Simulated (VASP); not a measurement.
C:

```
CELL_PARAMETERS angstrom
2.46100 0.00000 0.00000
-1.23050 2.13129 0.00000
0.00000 0.00000 6.70800
ATOMIC_POSITIONS crystal
C 0.00000 0.00000 0.25000
C 0.33333 0.66667 0.25000
C 0.00000 0.00000 0.75000
C 0.33333 0.66667 0.75000
```

The cell was built by a generator and needn't be a form met in nature.

Base run:

```yaml
Program: VASP 6.6.1
Functional: PBE
Dispersion: D3(BJ)
Potentials_or_basis: VASP PAW PBE potentials, release 64 (C)
Cutoff: 520 eV
k_mesh: 16 × 16 × 4
Occupations: fermi-dirac, width 0.05 eV
Spin: no spin polarisation
```

Its results: band gap on the k mesh 0.12 eV; pressure 2.5 GPa.

Question: The run is repeated on the same cell with these changes: dispersion from D3(BJ) to MBD. What comes out?

Answer: Band gap on the k mesh 0.12 eV; pressure 1.3 GPa.

A k mesh can miss the band edges.
